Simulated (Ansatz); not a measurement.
# Pb (C2/m) in Ansatz: settings compared

The runs below take Pb through relaxation of cell and atoms, with PBEsol, PBEsol+D3(BJ).

Program: Ansatz 0.2.0. These are calculated values, not measurements. Logs are shortened: lines on timing, memory, paths and dates and some standing lists are left out, and cuts for length are marked.

## (1) The structure

It takes space group C2/m (No. 12, monoclinic). Conventional cell: a = 6.077 Å, b = 3.501 Å, c = 6.452 Å, α = 90.00°, β = 109.14°, γ = 90.00°. Pb (site symmetry m) is surrounded by 10 Pb at 3.34 to 3.51 Å.

## (2) Relaxation of cell and atoms, PBEsol

input.yaml

```yaml
crystal:
  lattice:
    - [3.0386068135, -1.75031996, 0.0]
    - [3.0386068135, 1.75031996, 0.0]
    - [-2.1154626375, 0.0, 6.0952248674]
  atoms:
    - { symbol: Pb, position: [0.90850841, 0.90850841, 0.7262922] }
    - { symbol: Pb, position: [0.09149159, 0.09149159, 0.2737078] }
hamiltonian:
  xc: pbesol
  pseudopotentials: { kind: paw }
kpoints:
  mp_grid: { grid: [9, 9, 5] }
scf:
  occupations: { method: fermi_dirac, width: 0.05 }
output:
  forces: true
  stress: true
  eigenvalues: true
relax:
  f_tol: 0.01
  max_steps: 40
  cell: { stress_tol: 0.05 }
```

Potentials or basis: Ansatz PAW.

The run is started by

```sh
ansatz run input.yaml --threads 2 --pin off --max-ram 5632MiB --backend cpu --events-out ev --progress --plain --runs-dir out
```

Log:

```text
Warning: RAYON_NUM_THREADS=2 ignored (pool sized by the plan → 2); use --threads N
Engine: ansatz 0.2.0, aarch64-unknown-linux-gnu
Pseudopotentials: kind: paw
Pseudopotential: Pb, paw, valence charge 14, recommended cutoff 420 eV (normal), Pb.paw.azcp
Functional definition: PBEsol
  exchange = pbesol_x
  correlation = pbesol_c
Crystal: 2 atoms, lattice volume = 64.835 Å³
Basis set: ecut = 420 eV, 1265 PW (Γ), exchange–correlation on 48×48×90 points (8 copies of the dense FFT grid, shifted against one another)
Bands: 18, of which v1, the nominal top of the filled ones, is band 14 counted from 1 (13 counted from 0)
Symmetry: 4 space group operations
Space group: C2/m (ITA 12), of the structure as read, at distance tolerance 4.0e-5 Å
k-points: 115 of 405
Non-local potential: Pb, projectors of the file, l = 0: 2, l = 1: 2, l = 2: 2, l = 3: 2
PAW form: soft (Blöchl's): semilocal exchange-correlation on the pseudo side does not see the compensation charge
PAW frozen core: Pb, regenerated for the run's functional, and the local potential with it (the file was generated under x = pbe(κ = 0.804, μ = 0.2195149727645171), c = pbe(β = 0.06672455060314922))
PAW one-centre angular grid: Pb, 590 points (default); XC on 64 Gauss nodes
Initial density: superposition of atomic densities (neutral atoms: chi_scale 0, normalization atom), corrected by the library's trained network
Initial wavefunctions: pseudopotential atomic-orbital guess
Functional: x = pbesol(κ = 0.804, μ = 0.12345679012345678), c = pbesol(β = 0.046)
SCF iter   1: F=—  HF=-23509.753070 eV  |F-HF|=—  |Δ(HF+E_count)|=         —  Δρ=1.74e-3  dr2=1.99e-3  ethr=1.77e-3  ⟨swp⟩=6.3  Hψ=10301  notcnv=0
preconditioner: auto → Kerker (q_TF=auto, 2.372 Å⁻¹)  [metal: Δε(μ)=0.051 eV  Ē_g=16.636 eV  σ=0.050 eV  W_gap=0.24  n_scr=16 (ndim 8)  ℏωp=24.4 eV  f_vac=0.000  D(μ)=0.98/eV (n_scr^D=2)]
SCF iter   2: F=—  HF=-23509.750686 eV  |F-HF|=—  |Δ(HF+E_count)|=   2.38e-3  Δρ=1.18e-3  dr2=1.00e-3  ethr=7.09e-6  ⟨swp⟩=2.3  Hψ=4268  notcnv=0
SCF iter   3: F=—  HF=-23509.750431 eV  |F-HF|=—  |Δ(HF+E_count)|=   2.55e-4  Δρ=6.94e-4  dr2=1.95e-4  ethr=3.57e-6  ⟨swp⟩=2.0  Hψ=3663  notcnv=0
SCF iter   4: F=—  HF=-23509.750352 eV  |F-HF|=—  |Δ(HF+E_count)|=   7.85e-5  Δρ=1.06e-4  dr2=9.90e-6  ethr=6.97e-7  ⟨swp⟩=2.0  Hψ=3491  notcnv=0
SCF iter   5: F=—  HF=-23509.750350 eV  |F-HF|=—  |Δ(HF+E_count)|=   2.68e-6  Δρ=3.68e-5  dr2=1.59e-6  ethr=3.53e-8  ⟨swp⟩=1.1  Hψ=2060  notcnv=0
SCF iter   6: F=—  HF=-23509.750349 eV  |F-HF|=—  |Δ(HF+E_count)|=   1.21e-7  Δρ=1.24e-5  dr2=1.24e-7  ethr=5.67e-9  ⟨swp⟩=2.2  Hψ=3343  notcnv=0
SCF iter   7: F=-23509.750349 eV  HF=-23509.750349 eV  |F-HF|=5.20e-9  |Δ(HF+E_count)|=   2.36e-8  Δρ=2.85e-6  dr2=9.58e-9  ethr=3.57e-10  ⟨swp⟩=5.6  Hψ=9200  notcnv=0
SCF 1 converged in 7 iterations: F = -23509.750349 eV  dr2 = 9.58e-9
relax step   1: F+E_penalty+E_count = -23509.75034945 eV  Δ(F+E_penalty+E_count) = +0.000e0 eV  max|allowed force component| = 1.342e-1 eV/Å  Δτ_max = 0.0000 Å  P = -1.776 GPa  Ω = 64.835 Å³  (7 SCF iters, dr2 threshold 1.00e-7 eV, accepted)
Crystal: 2 atoms, lattice volume = 61.976 Å³
Basis set: ecut = 420 eV, 1211 PW (Γ), exchange–correlation on 48×48×90 points (8 copies of the dense FFT grid, shifted against one another)
Initial density: handed on by an earlier stage of this run
Initial wavefunctions: those handed on with the density
iter 1 solved again at ethr=2.24e-6 eV; its pass at ethr=3.10e-3 eV (dr2=6.28e-4 eV) is discarded
SCF iter   1: F=—  HF=-23509.768123 eV  |F-HF|=—  |Δ(HF+E_count)|=         —  Δρ=7.86e-4  dr2=7.30e-4  ethr=2.24e-6  ⟨swp⟩=2.7  Hψ=14554  notcnv=0
preconditioner: auto → Kerker (q_TF=auto, 2.390 Å⁻¹)  [metal: Δε(μ)=0.025 eV  Ē_g=16.846 eV  σ=0.050 eV  W_gap=0.12  n_scr=16 (ndim 8)  ℏωp=25.0 eV  f_vac=0.000  D(μ)=0.86/eV (n_scr^D=2)]
SCF iter   2: F=—  HF=-23509.768036 eV  |F-HF|=—  |Δ(HF+E_count)|=   8.74e-5  Δρ=4.70e-4  dr2=3.29e-4  ethr=2.24e-6  ⟨swp⟩=1.9  Hψ=3526  notcnv=0
SCF iter   3: F=—  HF=-23509.767998 eV  |F-HF|=—  |Δ(HF+E_count)|=   3.81e-5  Δρ=1.39e-4  dr2=4.68e-5  ethr=1.18e-6  ⟨swp⟩=2.7  Hψ=3640  notcnv=0
SCF iter   4: F=—  HF=-23509.767987 eV  |F-HF|=—  |Δ(HF+E_count)|=   1.09e-5  Δρ=4.55e-5  dr2=3.66e-6  ethr=1.67e-7  ⟨swp⟩=2.0  Hψ=2296  notcnv=0
SCF iter   5: F=-23509.767986 eV  HF=-23509.767986 eV  |F-HF|=2.32e-8  |Δ(HF+E_count)|=   5.96e-7  Δρ=9.78e-6  dr2=8.73e-8  ethr=7.14e-10  ⟨swp⟩=5.3  Hψ=10001  notcnv=0
SCF 2 converged in 5 iterations: F = -23509.767986 eV  dr2 = 8.73e-8
relax step   2: F+E_penalty+E_count = -23509.76798627 eV  Δ(F+E_penalty+E_count) = -1.764e-2 eV  max|allowed force component| = 3.366e-2 eV/Å  Δτ_max = 0.0272 Å  P = +0.267 GPa  Ω = 61.976 Å³  energy of the carried Pulay correction = +3.372e-4 eV  (5 SCF iters, dr2 threshold 2.00e-7 eV, accepted)
Crystal: 2 atoms, lattice volume = 62.219 Å³
Basis set: ecut = 420 eV, 1217 PW (Γ), exchange–correlation on 48×48×90 points (8 copies of the dense FFT grid, shifted against one another)
iter 1 solved again at ethr=5.41e-7 eV; its pass at ethr=3.10e-3 eV (dr2=1.51e-4 eV) is discarded
SCF iter   1: F=—  HF=-23509.769544 eV  |F-HF|=—  |Δ(HF+E_count)|=         —  Δρ=3.08e-4  dr2=8.44e-5  ethr=5.41e-7  ⟨swp⟩=4.0  Hψ=14204  notcnv=0
preconditioner: auto → Kerker (q_TF=auto, 2.388 Å⁻¹)  [metal: Δε(μ)=0.016 eV  Ē_g=16.836 eV  σ=0.050 eV  W_gap=0.08  n_scr=16 (ndim 8)  ℏωp=24.9 eV  f_vac=0.000  D(μ)=0.93/eV (n_scr^D=2)]
SCF iter   2: F=—  HF=-23509.769526 eV  |F-HF|=—  |Δ(HF+E_count)|=   1.82e-5  Δρ=1.87e-4  dr2=3.33e-5  ethr=3.02e-7  ⟨swp⟩=1.0  Hψ=2070  notcnv=0
SCF iter   3: F=—  HF=-23509.769519 eV  |F-HF|=—  |Δ(HF+E_count)|=   7.35e-6  Δρ=3.57e-5  dr2=1.88e-6  ethr=1.19e-7  ⟨swp⟩=2.7  Hψ=3753  notcnv=0
[... 143 lines left out ...]
SCF iter   5: F=—  HF=-23509.905102 eV  |F-HF|=—  |Δ(HF+E_count)|=  3.06e-10  Δρ=3.85e-7  dr2=1.54e-10  ethr=5.66e-12  ⟨swp⟩=2.9  Hψ=3579  notcnv=0
SCF iter   6: F=-23509.905102 eV  HF=-23509.905102 eV  |F-HF|=1.09e-11  |Δ(HF+E_count)|=  2.18e-11  Δρ=9.71e-8  dr2=7.59e-12  ethr=1.00e-12  ⟨swp⟩=7.1  Hψ=10421  notcnv=0
SCF 15 converged in 6 iterations: F = -23509.905102 eV  dr2 = 7.59e-12
relax step  15: F+E_penalty+E_count = -23509.90510246 eV  Δ(F+E_penalty+E_count) = -1.444e-3 eV  max|allowed force component| = 4.380e-3 eV/Å  Δτ_max = 0.0000 Å  P = +0.068 GPa  Ω = 60.022 Å³  stress off target by 1.98e-1 GPa  SCF on the basis re-selected at this cell (its energy is not comparable with the rows above)  (6 SCF iters)
basis re-selected at this cell: Δ(F+E_penalty+E_count) = -1.444e-3 eV, ΔP = +0.056 GPa vs the last step (what re-selecting the basis moved, of the pressure what is left beyond the Pulay correction that the steps carried, after the strain that the cell walked since its last selection, with what the two solves' SCF thresholds leave and, on support functions, any second-order correction that the steps lacked; it is no measure of the basis error at this ecutwfc). The dense FFT grid was sized anew with the basis: this SCF ran on 24×24×48 points, the steps before it on 24×24×45, so part of this shift can come from that change (see relax.cell in the input reference). This SCF's stress stands 1.98e-1 GPa from its target on what of the cell is left free (relax.cell.stress_tol is 5.00e-2 GPa) and its largest allowed force component is 4.38e-3 eV/Å (relax.f_tol is 1.00e-2 eV/Å): not within both, so this SCF does not close the relaxation
Crystal: 2 atoms, lattice volume = 60.098 Å³
Basis set: ecut = 420 eV, 1167 PW (Γ), exchange–correlation on 48×48×96 points (8 copies of the dense FFT grid, shifted against one another)
iter 1 solved again at ethr=5.23e-8 eV; its pass at ethr=3.10e-3 eV (dr2=1.46e-5 eV) is discarded
SCF iter   1: F=—  HF=-23509.905205 eV  |F-HF|=—  |Δ(HF+E_count)|=         —  Δρ=7.53e-5  dr2=5.60e-6  ethr=5.23e-8  ⟨swp⟩=3.0  Hψ=13337  notcnv=0
preconditioner: auto → Kerker (q_TF=auto, 2.402 Å⁻¹)  [metal: Δε(μ)=0.054 eV  Ē_g=16.792 eV  σ=0.050 eV  W_gap=0.26  n_scr=16 (ndim 8)  ℏωp=25.3 eV  f_vac=0.000  D(μ)=0.81/eV (n_scr^D=2)]
SCF iter   2: F=—  HF=-23509.905205 eV  |F-HF|=—  |Δ(HF+E_count)|=   4.38e-7  Δρ=5.06e-5  dr2=2.70e-6  ethr=2.00e-8  ⟨swp⟩=1.0  Hψ=2072  notcnv=0
SCF iter   3: F=-23509.905204 eV  HF=-23509.905204 eV  |F-HF|=1.17e-8  |Δ(HF+E_count)|=   8.65e-7  Δρ=6.22e-6  dr2=3.60e-8  ethr=3.49e-10  ⟨swp⟩=5.0  Hψ=9908  notcnv=0
SCF 16 converged in 3 iterations: F = -23509.905204 eV  dr2 = 3.60e-8
relax step  16: F+E_penalty+E_count = -23509.90520439 eV  Δ(F+E_penalty+E_count) = -1.019e-4 eV  max|allowed force component| = 5.448e-4 eV/Å  Δτ_max = 0.0010 Å  P = +0.004 GPa  Ω = 60.098 Å³  energy of the carried Pulay correction = -9.396e-6 eV  (3 SCF iters, dr2 threshold 9.76e-8 eV, accepted)
iter 1 solved again at ethr=2.72e-7 eV; its pass at ethr=3.10e-3 eV (dr2=7.60e-5 eV) is discarded
SCF iter   1: F=—  HF=-23509.905214 eV  |F-HF|=—  |Δ(HF+E_count)|=         —  Δρ=1.31e-5  dr2=4.01e-8  ethr=2.72e-7  ⟨swp⟩=3.8  Hψ=16176  notcnv=0
eigensolver tolerance schedule: the retry pair's looser diagonalisation over-reported the residual by 1895.99 of it (diagonalisation noise at 0.20 of the residual, at the tolerance the schedule requests for it); recorded, not acted on — ethr = c·dr2/N_el stays at c = 1.0e-1
preconditioner: auto → Kerker (q_TF=auto, 2.402 Å⁻¹)  [metal: Δε(μ)=0.055 eV  Ē_g=16.791 eV  σ=0.050 eV  W_gap=0.27  n_scr=16 (ndim 8)  ℏωp=25.3 eV  f_vac=0.000  D(μ)=0.81/eV (n_scr^D=2)]
SCF iter   2: F=—  HF=-23509.905214 eV  |F-HF|=—  |Δ(HF+E_count)|=   2.63e-7  Δρ=7.13e-6  dr2=1.93e-8  ethr=1.43e-10  ⟨swp⟩=2.4  Hψ=3102  notcnv=0
SCF iter   3: F=—  HF=-23509.905215 eV  |F-HF|=—  |Δ(HF+E_count)|=   7.56e-9  Δρ=1.31e-6  dr2=1.18e-9  ethr=6.91e-11  ⟨swp⟩=2.0  Hψ=2309  notcnv=0
SCF iter   4: F=—  HF=-23509.905215 eV  |F-HF|=—  |Δ(HF+E_count)|=  2.91e-11  Δρ=2.17e-7  dr2=5.04e-11  ethr=4.23e-12  ⟨swp⟩=2.3  Hψ=2735  notcnv=0
SCF iter   5: F=-23509.905215 eV  HF=-23509.905215 eV  |F-HF|=7.28e-12  |Δ(HF+E_count)|=  1.82e-11  Δρ=6.52e-8  dr2=4.56e-12  ethr=1.00e-12  ⟨swp⟩=6.9  Hψ=10502  notcnv=0
SCF 17 converged in 5 iterations: F = -23509.905215 eV  dr2 = 4.56e-12
relax step  17: F+E_penalty+E_count = -23509.90521450 eV  Δ(F+E_penalty+E_count) = -1.012e-5 eV  max|allowed force component| = 5.206e-4 eV/Å  Δτ_max = 0.0000 Å  P = +0.004 GPa  Ω = 60.098 Å³  stress off target by 2.37e-2 GPa  SCF on the basis re-selected at this cell (its energy is not comparable with the rows above)  (5 SCF iters)
basis re-selected at this cell: Δ(F+E_penalty+E_count) = -1.012e-5 eV, ΔP = +0.000 GPa vs the last step (what re-selecting the basis moved, of the pressure what is left beyond the Pulay correction that the steps carried, after the strain that the cell walked since its last selection, with what the two solves' SCF thresholds leave and, on support functions, any second-order correction that the steps lacked; it is no measure of the basis error at this ecutwfc). This SCF's stress stands 2.37e-2 GPa from its target on what of the cell is left free (relax.cell.stress_tol is 5.00e-2 GPa) and its largest allowed force component is 5.21e-4 eV/Å (relax.f_tol is 1.00e-2 eV/Å): within both
SCF converged after 5 iterations
Free energy (F): -23509.905215 eV
Harris-Foulkes:  -23509.905215 eV  (|F-HF|=7.28e-12)
Internal energy: -23509.898450 eV  (E = F + TS)
E sigma→0 (E₀):  -23509.901832 eV
Entropy (-TS):   -0.006764 eV (-3.382 meV/atom)
Fermi energy:    10.879043 eV
--- Per-component energies (eV) ---
  E_band       = -73.541061
  E_kinetic    = 578.508987
  E_local      = -2022.328720  (includes V_loc(G=0)·N_el)
  E_nonlocal   = 703.258412
  E_hartree    = 801.753704
  E_xc         = -438.377694
  E_vxc        = -265.951232  (∫ρ·V_xc dr)
  E_paw        = -20511.139613  (= ΣΔE_a)
  E_vpaw       = -670.535988  (= ΣTr[D̂ρ^β])
  E_aug_tail   = 0.000090  (compensation charges beyond the density's cutoff)
  E_ewald      = -2621.697850
  E_core_change = 0.124233  (= ΣΔE_core)
  E_smearing   = -0.006764  (= −TS)
  E_closure    = -0.000000  (closes the sum)
  Σ components = -23509.905215   (vs F -23509.905215, Δ=0.00e0)
--- Forces (eV/Å), atoms counted from 1 ---
  atom   1  Pb    -0.00005706     0.00000000    -0.00052056
  atom   2  Pb     0.00005706     0.00000000     0.00052056
  max |Σ_I F_I| component: 0.00e0 eV/Å
--- Stress (GPa, compression-positive) ---
        0.001298       0.000000      -0.012745
        0.000000      -0.004306       0.000000
       -0.012745       0.000000       0.016437
  P = ⅓ Tr σ = 0.0045 GPa (0.045 kbar)
--- Band table (eV; the first three rows and the last of 115) ---
  k-point 0: bands = ["-6.1258", "-6.1055", "-6.0974", "-6.0816", "-6.0736", "-6.0666", "-5.9475", "-5.9362", "-5.8083", "-5.7899", "-0.9037", "2.9887", "6.7026", "16.2746", "16.3097", "17.9665", "18.4494", "18.7479"]
  k-point 1: bands = ["-6.1186", "-6.0900", "-6.0767", "-6.0743", "-6.0741", "-6.0592", "-5.9511", "-5.9395", "-5.8308", "-5.8161", "-0.7021", "2.1634", "7.9528", "16.4414", "16.4418", "16.7209", "17.7893", "18.1669"]
  k-point 2: bands = ["-6.1018", "-6.0863", "-6.0584", "-6.0574", "-6.0426", "-6.0403", "-5.9416", "-5.9322", "-5.8852", "-5.8812", "-0.0958", "0.8992", "10.4782", "13.5137", "16.8032", "16.9035", "17.3020", "17.5448"]
  k-point 114: bands = ["-6.1504", "-6.1005", "-6.0812", "-6.0693", "-5.9688", "-5.9369", "-5.9062", "-5.8555", "-5.8212", "-5.8057", "2.9339", "3.3608", "8.0627", "9.0134", "11.2068", "12.4422", "12.9088", "14.4136"]
--- Relaxed structure (15 steps of the walk, 12 accepted, 2 SCFs on fresh bases) ---
  F+E_penalty+E_count = -23509.90521450 eV   max|allowed force component| = 5.206e-4 eV/Å   (the final SCF, on the basis selected at the relaxed cell)
  cell:  # Å, volume = 60.0982 Å³
    - [3.017175693100104, -1.7474971945015456, -0.5318697714702657]
    - [3.017175693100104, 1.7474971945015456, -0.5318697714702657]
    - [-3.167434583523603, 0.0, 6.257559664916973]
  atoms:
    - { symbol: Pb, position: [1.0000035730791847, 1.0000035730791847, 0.7500211216473394] }
    - { symbol: Pb, position: [-3.5730791846932952e-6, -3.5730791846932952e-6, 0.24997887835266067] }
```

Wall time 64 s (2 threads of Arm Neoverse V2, shared host); peak memory 0.41 GiB.

Results:

```yaml
Free_energy: -23509.9052 eV
Relaxed_volume: 30.05 Å³/atom
Relaxed_cell: a = 3.527 Å, b = 3.527 Å, c = 7.014 Å, α = 121.39°, β = 121.39°, γ = 59.40°
Space_group_after_relaxing_to_0.05_Å: C2/m (No. 12)
Energy_gained_by_relaxing: 77.4 meV/atom
Ionic_steps: 14
Pressure_after_relaxing: 0.0 GPa
Band_gap_on_the_k_mesh: none (metal or under the smearing width)
```

The path:
```csv
step,energy change (eV),largest force (eV/Å),volume (Å³)
1,0.0000,0.1368,64.84
2,-0.0176,0.0414,61.98
3,-0.0192,0.0203,62.22
4,-0.0389,0.0133,63.15
5,-0.0752,0.2086,62.46
6,-0.1270,0.1377,59.95
7,-0.1424,0.0350,59.82
8,-0.1509,0.0106,60.07
9,-0.1529,0.0034,60.17
10,-0.1531,0.0005,60.04
11,-0.1533,0.0044,60.02
12,-0.1548,0.0045,60.02
13,-0.1549,0.0005,60.10
14,-0.1549,0.0005,60.10
```

Final structure:
```
Pb
1.0
     3.01718   -1.74750   -0.53187
     3.01718    1.74750   -0.53187
    -3.16743    0.00000    6.25756
Pb
2
Direct
  0.00000 0.00000 0.75002
  0.00000 0.00000 0.24998
```

Levels at points of the mesh, in eV from the Fermi level:
```tsv
k point	band 12	band 13	band 14	band 15	band 16	band 17
(0.00, 0.00, 0.00)	-7.89	-4.18	5.40	5.43	7.09	7.57
```

Caveat: the plane-wave basis is chosen anew once the cell has moved, so the energies of steps on either side of that aren't comparable; the PAW data sets come from PBE, with cores solved anew for the run's functional, which leaves a small shift of forces and pressure. The run has no spin-orbit coupling, so splittings on Pb are missing.

## (3) Relaxation of cell and atoms, PBEsol+D3(BJ)

input.yaml: that of step 2 with these lines changed.

```diff
@@ -11,2 +11,3 @@
   pseudopotentials: { kind: paw }
+  dispersion: d3bj
 kpoints:
@@ -19,2 +20,6 @@
   eigenvalues: true
+  write_density: true
+  write_potential: true
+  elf: true
+  volumetric_format: npy
 relax:
```

Potentials or basis: Ansatz PAW.

The run is started by

```sh
ansatz run input.yaml --threads 2 --pin off --max-ram 5632MiB --backend cpu --events-out ev --progress --plain --runs-dir out
```

It took 80 s on 2 threads of Arm Neoverse V2, shared host; peak memory 0.42 GiB.

It converged, with:

* Free energy: -23510.8208 eV
* Relaxed volume: 28.56 Å³/atom
* Relaxed cell: a = 3.458 Å, b = 3.458 Å, c = 6.918 Å, α = 121.34°, β = 121.34°, γ = 59.64°
* Space group after relaxing (to 0.05 Å): C2/m (No. 12)
* Energy gained by relaxing: 124.2 meV/atom
* Ionic steps: 17
* Pressure after relaxing: 0.0 GPa
* Band gap on the k mesh: none (metal or under the smearing width)

Step by step:
```
step  energy change (eV)  largest force (eV/Å)  volume (Å³)
   1              0.0000                0.1349        64.84
   2             -0.0763                0.0935        58.38
   3             -0.0800                0.0252        59.09
   4             -0.0873                0.0267        59.07
   5             -0.1200                0.0723        58.78
   6             -0.1846                0.2171        57.78
   7             -0.2295                0.0885        56.25
   8             -0.2387                0.0077        57.15
   9             -0.2460                0.0745        57.20
  10             -0.2471                0.0017        57.21
  11             -0.2476                0.0004        57.08
  12             -0.2478                0.0008        57.15
  13             -0.2479                0.0001        57.07
  14             -0.2479                0.0000        57.11
  15             -0.2483                0.0000        57.11
  16             -0.2483                0.0000        57.13
  17             -0.2483                0.0000        57.13
```

Final structure:
```
Pb
1.0
     2.95379   -1.71950   -0.52612
     2.95379    1.71950   -0.52612
    -3.11177    0.00000    6.17827
Pb
2
Direct
  0.00000 0.00000 0.75000
  0.00000 0.00000 0.25000
```

Levels at points of the mesh, in eV from the Fermi level:
| k point | band 11 | band 12 | band 13 | band 14 | band 15 | band 16 | band 17 | band 18 |
| --- | --- | --- | --- | --- | --- | --- | --- | --- |
| (0.00, 0.00, 0.00) | -12.15 | -7.98 | -4.46 | 5.66 | 5.81 | 7.50 | 8.00 | 8.22 |

Caveat: the plane-wave basis is chosen anew once the cell has moved, so the energies of steps on either side of that aren't comparable; pairwise dispersion overbinds metals, which lowers pressure and volume; the PAW data sets come from PBE, with cores solved anew for the run's functional, which leaves a small shift of forces and pressure. Spin-orbit coupling is left out, which matters for the levels of Pb.
